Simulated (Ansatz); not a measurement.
# Ir (P-1) in Ansatz: convergence with smearing width

Aim: find how far smearing width must go before the results for Ir settle, at PBE. This setting moves, with any that are tied to it; all else stays.

Program: Ansatz 0.2.0. These are calculated values, not measurements. Logs are shortened: lines on timing, memory, paths and dates and some standing lists are left out, and cuts for length are marked.

### Step 1. The cell of the first run

The typed cell holds 1 atom: a = 2.756 Å, b = 2.691 Å, c = 2.707 Å, α = 59.54°, β = 59.37°, γ = 59.85°.

The cell isn't the ideal one: cell strained at random at fixed volume.

### Step 2. With smearing width 0.3 eV

input.yaml

```yaml
crystal:
  lattice:
    - [-0.009028, 1.958366, 1.938921]
    - [1.898389, 0.022898, 1.906995]
    - [1.899679, 1.927729, 0.021608]
  atoms:
    - { symbol: Ir, position: [-0.002339, -0.003161, -0.014252] }
hamiltonian:
  xc: pbe
  pseudopotentials: { kind: paw }
kpoints:
  mp_grid: { grid: [9, 9, 9] }
scf:
  occupations: { method: gaussian, width: 0.3 }
output:
  forces: true
  stress: true
  eigenvalues: true
```

Potentials or basis: Ansatz PAW.

Launch:

```console
> ansatz run input.yaml --threads 2 --pin off --max-ram 5632MiB --backend cpu --events-out ev --progress --plain --runs-dir out
```

Wall time 2.3 s (2 threads of Intel Xeon Platinum 8259CL at 2.50GHz (Skylake/Cascade Lake), shared host); peak memory 0.38 GiB.

Results:

```
Free energy            : -11935.3155 eV
Pressure               : 11.8 GPa
Band gap on the k mesh : none (metal or under the smearing width)
```

### Step 3. With smearing width 0.2 eV

input.yaml: that of step 2 with these lines changed.

```diff
@@ -13,3 +13,3 @@
 scf:
-  occupations: { method: gaussian, width: 0.3 }
+  occupations: { method: gaussian, width: 0.2 }
 output:
```

Potentials or basis: Ansatz PAW.

Launch:

```console
> ansatz run input.yaml --threads 2 --pin off --max-ram 5632MiB --backend cpu --events-out ev --progress --plain --runs-dir out
```

It took 2.5 s on 2 threads of Intel Xeon Platinum 8259CL at 2.50GHz (Skylake/Cascade Lake), shared host; peak memory 0.38 GiB.

Results:

```yaml
Free_energy: -11935.3082 eV
Pressure: 11.5 GPa
Band_gap_on_the_k_mesh: none (metal or under the smearing width)
```

### Step 4. With smearing width 0.15 eV

input.yaml: that of step 3 with these lines changed.

```diff
@@ -13,3 +13,3 @@
 scf:
-  occupations: { method: gaussian, width: 0.2 }
+  occupations: { method: gaussian, width: 0.15 }
 output:
```

Launch:

```console
> ansatz run input.yaml --threads 2 --pin off --max-ram 5632MiB --backend cpu --events-out ev --progress --plain --runs-dir out
```

Wall time 2.4 s (2 threads of Intel Xeon Platinum 8259CL at 2.50GHz (Skylake/Cascade Lake), shared host); peak memory 0.38 GiB.

Results:

| Item | Value |
| --- | --- |
| Free energy | -11935.3061 eV |
| Pressure | 11.4 GPa |
| Band gap on the k mesh | none (metal or under the smearing width) |

### Step 5. With smearing width 0.1 eV

input.yaml: that of step 4 with these lines changed.

```diff
@@ -13,3 +13,3 @@
 scf:
-  occupations: { method: gaussian, width: 0.15 }
+  occupations: { method: gaussian, width: 0.1 }
 output:
```

Launch:

```console
> ansatz run input.yaml --threads 2 --pin off --max-ram 5632MiB --backend cpu --events-out ev --progress --plain --runs-dir out
```

Wall time 2.6 s (2 threads of Intel Xeon Platinum 8259CL at 2.50GHz (Skylake/Cascade Lake), shared host); peak memory 0.38 GiB.

What came out:

```
Free energy            : -11935.3045 eV
Pressure               : 11.4 GPa
Band gap on the k mesh : none (metal or under the smearing width)
```

### Step 6. With smearing width 0.05 eV

input.yaml: that of step 5 with these lines changed.

```diff
@@ -13,3 +13,3 @@
 scf:
-  occupations: { method: gaussian, width: 0.1 }
+  occupations: { method: gaussian, width: 0.05 }
 output:
```

Potentials or basis: Ansatz PAW.

Launch:

```console
> ansatz run input.yaml --threads 2 --pin off --max-ram 5632MiB --backend cpu --events-out ev --progress --plain --runs-dir out
```

Wall time 2.7 s (2 threads of Intel Xeon Platinum 8259CL at 2.50GHz (Skylake/Cascade Lake), shared host); peak memory 0.38 GiB.

The run converged. Its results:

| Quantity | Value |
| --- | --- |
| Free energy | -11935.3034 eV |
| Pressure | 11.4 GPa |
| Band gap on the k mesh | none (metal or under the smearing width) |

### Step 7. With smearing width 0.025 eV

input.yaml: that of step 6 with these lines changed.

```diff
@@ -13,3 +13,3 @@
 scf:
-  occupations: { method: gaussian, width: 0.05 }
+  occupations: { method: gaussian, width: 0.025 }
 output:
```

Launch:

```console
> ansatz run input.yaml --threads 2 --pin off --max-ram 5632MiB --backend cpu --events-out ev --progress --plain --runs-dir out
```

Run time: 2.6 s. Hardware: 2 threads of Intel Xeon Platinum 8259CL at 2.50GHz (Skylake/Cascade Lake), shared host; peak memory 0.38 GiB.

It converged, with:

| Quantity | Value |
| --- | --- |
| Free energy | -11935.3030 eV |
| Pressure | 11.4 GPa |
| Band gap on the k mesh | none (metal or under the smearing width) |

### Step 8. With smearing width 0.01 eV

input.yaml: that of step 7 with these lines changed.

```diff
@@ -13,3 +13,3 @@
 scf:
-  occupations: { method: gaussian, width: 0.025 }
+  occupations: { method: gaussian, width: 0.01 }
 output:
```

Launch:

```console
> ansatz run input.yaml --threads 2 --pin off --max-ram 5632MiB --backend cpu --events-out ev --progress --plain --runs-dir out
```

It took 2.4 s on 2 threads of Intel Xeon Platinum 8259CL at 2.50GHz (Skylake/Cascade Lake), shared host; peak memory 0.38 GiB.

The run converged. Its results:

```yaml
Free_energy: -11935.3028 eV
Pressure: 11.4 GPa
Band_gap_on_the_k_mesh: none (metal or under the smearing width)
```

### Step 9. With smearing width 0.005 eV

input.yaml: that of step 8 with these lines changed.

```diff
@@ -13,3 +13,3 @@
 scf:
-  occupations: { method: gaussian, width: 0.01 }
+  occupations: { method: gaussian, width: 0.005 }
 output:
```

Potentials or basis: Ansatz PAW.

Launch:

```console
> ansatz run input.yaml --threads 2 --pin off --max-ram 5632MiB --backend cpu --events-out ev --progress --plain --runs-dir out
```

Log:

```text
Warning: RAYON_NUM_THREADS=2 ignored (pool sized by the plan → 2); use --threads N
Engine: ansatz 0.2.0, x86_64-unknown-linux-gnu
Pseudopotentials: kind: paw
Pseudopotential: Ir, paw, valence charge 17, recommended cutoff 420 eV (normal), Ir.paw.azcp
Functional definition: PBE
  parameter kappa = 0.804
  parameter beta = 0.06672455060314922
  exchange = pbe_x(kappa = kappa, mu = beta*pi^2/3)
  correlation = pbe_c(beta = beta)
Crystal: 1 atoms, lattice volume = 14.059 Å³
Basis set: ecut = 420 eV, 283 PW (Γ), exchange–correlation on 40×36×40 points (8 copies of the dense FFT grid, shifted against one another)
Bands: 13, of which v1, the nominal top of the filled ones, is band 9 counted from 1 (8 counted from 0)
Symmetry: 2 space group operations
Space group: P-1 (ITA 2), of the structure as read, at distance tolerance 2.4e-5 Å
k-points: 365 of 729
Non-local potential: Ir, projectors of the file, l = 0: 3, l = 1: 2, l = 2: 2, l = 3: 1
PAW form: soft (Blöchl's): semilocal exchange-correlation on the pseudo side does not see the compensation charge
PAW one-centre angular grid: Ir, 590 points (default); XC on 64 Gauss nodes
Initial density: superposition of atomic densities (neutral atoms: chi_scale 0, normalization atom), corrected by the library's trained network
Initial wavefunctions: pseudopotential atomic-orbital guess
Functional: x = pbe(κ = 0.804, μ = 0.2195149727645171), c = pbe(β = 0.06672455060314922)
SCF iter   1: F=—  HF=-11935.302093 eV  |F-HF|=—  |Δ(HF+E_count)|=         —  Δρ=6.98e-3  dr2=1.35e-3  ethr=1.77e-3  ⟨swp⟩=5.9  Hψ=24442  notcnv=0
preconditioner: auto → none  [insulator: Δε(μ)=0.007 eV  Ē_g=14.316 eV  σ=0.005 eV  W_gap=0.69  n_scr=2 (ndim 8)  ℏωp=29.7 eV  f_vac=0.000  D(μ)=1.07/eV (n_scr^D=14)  ε∞_Penn≈5.3]
SCF iter   2: F=—  HF=-11935.302554 eV  |F-HF|=—  |Δ(HF+E_count)|=   4.61e-4  Δρ=3.39e-3  dr2=2.98e-4  ethr=7.93e-6  ⟨swp⟩=2.1  Hψ=10273  notcnv=0  defer=210
SCF iter   3: F=—  HF=-11935.302801 eV  |F-HF|=—  |Δ(HF+E_count)|=   2.47e-4  Δρ=2.64e-4  dr2=6.04e-6  ethr=1.75e-6  ⟨swp⟩=2.2  Hψ=7563  notcnv=0  defer=210
SCF iter   4: F=—  HF=-11935.302798 eV  |F-HF|=—  |Δ(HF+E_count)|=   2.80e-6  Δρ=8.23e-5  dr2=2.52e-7  ethr=3.55e-8  ⟨swp⟩=2.3  Hψ=6512  notcnv=0  defer=210
iter 5 did not close the SCF: its close was put off for the readings that it lacked (scf_convergence_deferred on its scf_iter line)
SCF iter   5: F=-11935.302798 eV  HF=-11935.302798 eV  |F-HF|=1.95e-8  |Δ(HF+E_count)|=   1.79e-7  Δρ=2.65e-5  dr2=2.98e-8  ethr=1.48e-9  ⟨swp⟩=2.6  Hψ=7173  notcnv=0  defer=210
SCF iter   6: F=-11935.302798 eV  HF=-11935.302798 eV  |F-HF|=2.40e-9  |Δ(HF+E_count)|=   2.15e-8  Δρ=8.08e-6  dr2=2.46e-9  ethr=1.75e-10  ⟨swp⟩=3.6  Hψ=16978  notcnv=0
SCF 1 converged in 6 iterations: F = -11935.302798 eV  dr2 = 2.46e-9
SCF converged after 6 iterations
Free energy (F): -11935.302798 eV
Harris-Foulkes:  -11935.302798 eV  (|F-HF|=2.40e-9)
Internal energy: -11935.302782 eV  (E = F + TS)
E sigma→0 (E₀):  -11935.302790 eV
Entropy (-TS):   -0.000016 eV (-0.016 meV/atom)
Fermi energy:    25.973677 eV
--- Per-component energies (eV) ---
  E_band       = -79.546382
  E_kinetic    = 623.790525
  E_local      = -1056.665221  (includes V_loc(G=0)·N_el)
  E_nonlocal   = 72.595788
  E_hartree    = 406.645701
  E_xc         = -268.370742
  E_vxc        = -300.647835  (∫ρ·V_xc dr)
  E_paw        = -9223.445437  (= ΣΔE_a)
  E_vpaw       = -231.910821  (= ΣTr[D̂ρ^β])
  E_aug_tail   = 0.000054  (compensation charges beyond the density's cutoff)
  E_ewald      = -2489.853450
  E_smearing   = -0.000016  (= −TS)
  E_closure    = 0.000000  (closes the sum)
  Σ components = -11935.302798   (vs F -11935.302798, Δ=0.00e0)
--- Forces (eV/Å), atoms counted from 1 ---
  atom   1  Ir     0.00000000     0.00000000     0.00000000
  max |Σ_I F_I| component: 0.00e0 eV/Å
--- Stress (GPa, compression-positive) ---
       13.661922       1.285133       1.822601
        1.285133       8.091422      -8.835232
        1.822601      -8.835232      12.413656
  P = ⅓ Tr σ = 11.3890 GPa (113.890 kbar)
--- Band table (eV; the first three rows and the last of 365) ---
  k-point 0: bands = ["-66.8711", "-23.3681", "-23.3420", "-23.3290", "14.8392", "21.8278", "22.1664", "22.2976", "24.7122", "24.9416", "39.6210", "44.5982", "45.3764"]
  k-point 1: bands = ["-66.8626", "-23.4367", "-23.3823", "-23.3507", "15.3949", "21.9365", "22.0568", "22.4931", "24.5636", "24.7741", "40.5621", "43.3611", "45.5505"]
  k-point 2: bands = ["-66.8412", "-23.6892", "-23.4181", "-23.3880", "16.7654", "21.5854", "22.3078", "22.8408", "24.6746", "24.8205", "40.2558", "42.5217", "48.0785"]
  k-point 364: bands = ["-66.8047", "-24.1015", "-23.5103", "-23.4576", "18.2628", "21.5492", "22.5138", "23.6646", "26.8000", "28.4747", "33.0414", "40.3407", "44.2592"]
```

It took 2.6 s on 2 threads of Intel Xeon Platinum 8259CL at 2.50GHz (Skylake/Cascade Lake), shared host; peak memory 0.38 GiB.

Results:

```
Free energy            : -11935.3028 eV
Pressure               : 11.4 GPa
Band gap on the k mesh : none (metal or under the smearing width)
```

### Step 10. The series at a glance

```
smearing width  energy less the tightest run, at zero smearing (meV/atom)  pressure (GPa)  SCF cycles  CPU time (s)  peak memory (GiB)
        0.3 eV                                                       2.13           11.75           6           4.2               0.38
        0.2 eV                                                      -0.37           11.49           6           4.4               0.38
       0.15 eV                                                      -0.59           11.44           6           4.2               0.38
        0.1 eV                                                      -0.37           11.41           6           4.7               0.38
       0.05 eV                                                      -0.12           11.40           6           4.9               0.38
      0.025 eV                                                      -0.02           11.39           6           4.6               0.38
       0.01 eV                                                       0.00           11.39           6           4.4               0.38
      0.005 eV                                                       0.00           11.39           6           4.9               0.38
```

Against the tightest run, the energy stays within 1 meV/atom from 0.2 eV on; the pressure stays within 0.1 GPa from 0.15 eV on. Narrower smearing needs a denser k mesh, so at a fixed mesh the narrowest width isn't the most accurate. The tightest run that finished is the yardstick and may itself not be fully converged.
